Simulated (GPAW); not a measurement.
# ZnS (Wurtzite-2H) (P6_3mc) in GPAW: single point with PBE

Aim: the single point of ZnS (Wurtzite-2H) with PBE.

Everything below comes from runs of GPAW 26.7.0. Logs are shortened: lines on timing, memory, paths and dates and some standing lists are left out, and cuts for length are marked. The log counts tension as positive stress, the text compression.

**The experiment to reproduce.**

A printed reference work, monograph reports, for a bulk crystal of ZnS at 4 K: band gap 3.911 eV (direct).

The results are compared with them further down.

## 1. The structure

It takes space group P6_3mc (No. 186, hexagonal). Conventional cell: a = 3.811 Å, b = 3.811 Å, c = 6.234 Å, α = 90.00°, β = 90.00°, γ = 120.00°. Zn (site symmetry 3m) has 4 S at 2.31 to 2.40 Å as nearest neighbours. S (site symmetry 3m) is surrounded by 4 Zn at 2.31 to 2.40 Å.

## 2. Single point, PBE

run.py reads:

```python
from ase.dft.bandgap import bandgap
from ase.io import read, write
from ase.units import GPa
from gpaw import GPAW, PW

atoms = read('POSCAR')

calc = GPAW(mode=PW(450),
            xc='PBE',
            kpts={'size': (7, 7, 4), 'gamma': True},
            occupations={'name': 'fermi-dirac', 'width': 0.05},
            nbands=31,
            convergence={'density': 1e-05, 'energy': 1e-05},
            maxiter=80,
            txt='gpaw.txt')
atoms.calc = calc
energy = atoms.get_potential_energy()
forces = atoms.get_forces()
stress = atoms.get_stress()
calc.write('gs.gpw')
write('result.traj', atoms)
print(f'Energy: {energy:.6f} eV')
print('Forces (eV/A):')
print(forces.round(4))
print('Stress (GPa):', (stress / GPa).round(3))
print('Fermi level:', round(calc.get_fermi_level(), 4), 'eV')
print(f'Gap: {bandgap(calc)[0]:.4f} eV, direct: {bandgap(calc, direct=True)[0]:.4f} eV')
```

POSCAR reads:

```
ZnS
1.0
    3.8110000000      0.0000000000      0.0000000000
   -1.9055000000      3.3004228138      0.0000000000
    0.0000000000      0.0000000000      6.2340000000
Zn S
2 2
Direct
    0.6666666667      0.3333333333      0.5000000000
    0.3333333333      0.6666666667      0.0000000000
    0.6666666667      0.3333333333      0.8850000000
    0.3333333333      0.6666666667      0.3850000000
```

Potentials or basis: GPAW PAW data sets (gpaw-data 1.2.1), pw.

Run with:

```sh
OMP_NUM_THREADS=1 python run.py
```

gpaw.txt:

```text
__  _  _
 | _ |_)|_||  |
 |__||  | ||/\| - 26.7.0

Input parameters:
  mode=PW(ecut=450.00000000000006),
  convergence={'density': 1e-05, 'energy': 1e-05},
  kpts=MonkhorstPack(size=(7, 7, 4), gamma=True),
  maxiter=80,
  nbands=31,
  occupations=Occupations(name='fermi-dirac', width=0.05),
  xc=XC(name='PBE')

Diagonalizing LCAO Hamiltonian
Converting LCAO to pw mode

            S

            Zn
        S

        Zn

Atoms  # Å, Bohr magnetons
|   | symbol |         x |        y |        z |    initial magnetic moments |
|---|--------|-----------|----------|----------|-----------------------------|
| 0 |     Zn |  1.905500 | 1.100141 | 3.117000 | ( 0.0000,  0.0000,  0.0000) |
| 1 |     Zn | -0.000000 | 2.200282 | 0.000000 | ( 0.0000,  0.0000,  0.0000) |
| 2 |      S |  1.905500 | 1.100141 | 5.517090 | ( 0.0000,  0.0000,  0.0000) |
| 3 |      S | -0.000000 | 2.200282 | 2.400090 | ( 0.0000,  0.0000,  0.0000) |

Unit cell  # Å
| periodic |         x |        y |        z |  lengths |     angles |
|----------|-----------|----------|----------|----------|------------|
|      yes |  3.811000 | 0.000000 | 0.000000 | 3.811000 |  90.000000 |
|      yes | -1.905500 | 3.300423 | 0.000000 | 3.811000 |  90.000000 |
|      yes |  0.000000 | 0.000000 | 6.234000 | 6.234000 | 120.000000 |

Number of symmetries: 6
Symmetry operations  # r_c * U_cc + t_c -> r_c
|   | kind |            matrix            |
|---|------|------------------------------|
| 0 |  σ   |  1, 1, 0,  0,-1, 0,  0, 0, 1 |
| 1 |  E   |  1, 0, 0,  0, 1, 0,  0, 0, 1 |
| 2 |  C3  |  0, 1, 0, -1,-1, 0,  0, 0, 1 |
| 3 |  σ   |  0,-1, 0, -1, 0, 0,  0, 0, 1 |
| 4 |  σ   | -1, 0, 0,  1, 1, 0,  0, 0, 1 |
| 5 |  C3  | -1,-1, 0,  1, 0, 0,  0, 0, 1 |

BZ-sampling:
  Number of BZ points: 196
  Number of IBZ points: 28

  Monkhorst-Pack size: [7, 7, 4]
  Monkhorst-Pack shift: [0.0, 0.0, 0.125]

K-points  # in reciprocal-cell coordinates
|     |                                coordinates |     weight |
|-----|--------------------------------------------|------------|
|   0 | (  0.00000000,   0.00000000,   0.00000000) | 0.00510204 |
|   1 | (  0.00000000,   0.00000000,   0.25000000) | 0.01020408 |
|   2 | (  0.00000000,   0.00000000,   0.50000000) | 0.00510204 |
|   3 | (  0.14285714,   0.00000000,  -0.25000000) | 0.03061224 |
|   4 | (  0.14285714,   0.00000000,   0.00000000) | 0.03061224 |
|   5 | (  0.14285714,   0.00000000,   0.25000000) | 0.03061224 |
|   6 | (  0.14285714,   0.00000000,   0.50000000) | 0.03061224 |
|   7 | (  0.28571429,  -0.14285714,   0.00000000) | 0.03061224 |
|   8 | (  0.28571429,  -0.14285714,   0.25000000) | 0.06122449 |
|   9 | (  0.28571429,  -0.14285714,   0.50000000) | 0.03061224 |
| ... |                                            |            |
|  27 | (  0.42857143,   0.42857143,   0.50000000) | 0.03061224 |

Plane wave coefficients: 1737
Cutoff: 450.00000000000006 eV

Spin-components: 1 (collinear spins)
Bands:           31
Projectors:      22
Spin-degeneracy: 2
Datatype:        complex128

Density:
  Valence electrons: 36.0
  Components: 1
  Grid points: [20 20 32]
  Charge: 0.0  # |e|

Potential:
  Grid points: [20 20 32]

species:
  Zn:
    name:    Zinc
    Z:       30.0
    valence: 12
    core:    18
    charge:  0.0  # [|e|]
    compensation charges:
      type: gauss
      rc: 0.37  # [Å]
      lmax: 2
    cutoffs:
      filter: 2.14  # [Å]
      core: 2.28  # [Å]
    projectors
    | kind |    occ | energy [eV] | rcut [Å] |
    |------|--------|-------------|----------|
    |   4s |  2.000 |      -5.977 |    1.286 |
    |   4p |  0.000 |      -1.117 |    1.270 |
    |   3d | 10.000 |     -10.142 |    1.180 |
    |    s |        |      21.234 |    1.286 |
    |    p |        |      26.095 |    1.270 |
    |    d |        |      17.070 |    1.180 |

    Using partial waves for Zn as LCAO basis

  S:
    name:    Sulfur
    Z:       16.0
    valence: 6
    core:    10
    charge:  0.0  # [|e|]
    compensation charges:
      type: gauss
      rc: 0.24  # [Å]
      lmax: 2
    cutoffs:
      filter: 1.77  # [Å]
      core: 1.66  # [Å]
    projectors
    | kind |    occ | energy [eV] | rcut [Å] |
    |------|--------|-------------|----------|
    |   3s |  2.000 |     -17.254 |    0.974 |
    |   3p |  4.000 |      -7.008 |    0.979 |
    |    s |        |       9.957 |    0.974 |
    |    p |        |      20.203 |    0.979 |
    |    d |        |       0.000 |    0.900 |

    Using partial waves for S as LCAO basis

Reference energy: -119437.893101  # eV

eigensolver:
  PPCG
  Converge bands: occupied
  niter=2

density mixing:
  MSR1-Mixer
  Pratt-step length: 0.05
  Maximum mixing coefficient: 0.75
  Old densities: 10
  SVD Regularization: 0.005
  Good broyden scale: 1.0
  Trust region scale: 1.0
  Backstep threshold: 4.0
  History deletion threshold: 6.0
  Fourier metric: weight=20.0, sigma=0.015

occupation numbers:
  Fermi-Dirac:
    width: 0.0500  # eV

poisson solver:
  ecut: 3600.0000000000005  # eV

xc functional:
  name: PBE with 2 nearest neighbor stencil

convergence criteria:
- Maximum integral of absolute [dens]ity change: 1e-05 electrons / valence electron
- Maximum [total energy] change in last 3 cyles: 1e-05 eV / valence electron
- Maximum integral of absolute [eigenst]ate change: 4e-08 eV^2 / valence electron
maximum number of iterations: 80

SCF iterations
|iter     | |      energy | eigst |  dens |
|---------|-|-------------|-------|-------|
|iter:   1| |  -14.502535 | -0.02 |       |
|iter:   2| |  -14.335601 | -1.61 | -1.18 |
|iter:   3| |  -13.762285 | -1.39 | -1.23 |
|iter:   4| |  -13.762660 | -2.57 | -1.79 |
|iter:   5| |  -13.765573 | -3.74 | -2.23 |
|iter:   6| |  -13.765454 | -4.24 | -2.99 |
|iter:   7| |  -13.765501c| -5.13 | -3.51 |
|iter:   8| |  -13.765514c| -6.23 | -3.85 |
|iter:   9| |  -13.765514c| -7.67c| -4.64 |
|iter:  10| |  -13.765514c| -8.40c| -5.08c|

Converged in 10 steps
Energy contributions relative to reference atoms: (reference = -119437.893101)

Energy contributions:
  Kinetic:          23.505832
  Coulomb:         -19.741060
  Zero:              0.030669
  External:          0.000000
  Xc:              -17.560954
  Entropy:          -0.000000
  Spinorbit:         0.000000
  ----------------------------
  Free energy:     -13.765514
  Extrapolated:    -13.765514

dipole moment: (0.000002, -0.000000, -7.453596)  # |e|*Ang

Fermi level: 4.766
Eigenvalues  # (at kpt = [0.000, 0.000, 0.000])
| band index |      eig [eV] | occ [0-2] |
|------------|---------------|-----------|
|          0 |        -9.372 |     2.000 |
|        ... |               |           |
|         10 |        -1.968 |     2.000 |
|         11 |        -1.810 |     2.000 |
|         12 |        -1.339 |     2.000 |
|         13 |         2.963 |     2.000 |
|         14 |         2.963 |     2.000 |
|         15 |         3.808 |     2.000 |
|         16 |         3.808 |     2.000 |
|         17 |         3.819 |     2.000 |
|         18 |         6.063 |     0.000 |
|         19 |         6.811 |     0.000 |
|         20 |        10.096 |     0.000 |
|         21 |        10.096 |     0.000 |
|         22 |        10.401 |     0.000 |
|         23 |        11.402 |     0.000 |
|         24 |        11.402 |     0.000 |
|         25 |        13.117 |     0.000 |
|        ... |               |           |
|         30 |        16.051 |     0.000 |

Gap: 2.244 eV
Transition (v -> c):
  (s=0, k=0, n=17, [0.00, 0.00, 0.00]) -> (s=0, k=0, n=18, [0.00, 0.00, 0.00])
No difference between direct/indirect transitions

Forces  # eV/Ang
|        x |        y |        z |
|----------|----------|----------|
| -0.00000 |  0.00000 |  0.32785 |  # Zn   0
|  0.00000 |  0.00000 |  0.32784 |  # Zn   1
|  0.00000 | -0.00000 | -0.32794 |  # S    2
|  0.00000 | -0.00000 | -0.32791 |  # S    3

Stress tensor  # eV/Ang^3
|         x |         y |         z |
|-----------|-----------|-----------|
| -0.016499 |  0.000000 |  0.000000 |
|  0.000000 | -0.016499 | -0.000000 |
|  0.000000 | -0.000000 | -0.003226 |

# Writing to gs.gpw (mode='')
```

Wall time 21 s (1 thread of Arm Neoverse V2, shared host); peak memory 0.17 GiB.

Results:

```yaml
Free_energy: -13.7655 eV
Pressure: 1.9 GPa
Largest_force: 0.328 eV/Å
Band_gap_on_the_k_mesh: 2.24 eV, direct
```

Forces on the atoms (eV/Å):
```
Zn   0.000  0.000  0.328
Zn   0.000  0.000  0.328
S    0.000  0.000 -0.328
S    0.000  0.000 -0.328
```

Caveat: the cutoff is short for stress and forces, so pressures can be off by a GPa or more.

## 3. How close it comes

Step 2. A measured gap of ZnS is 3.911 eV (direct; 4 K; a printed reference work, monograph); the calculated 2.24 eV misses it by -1.67 eV. The value is that of PBE, without temperature or zero-point motion. Semilocal functionals fall short of measured gaps as a rule.
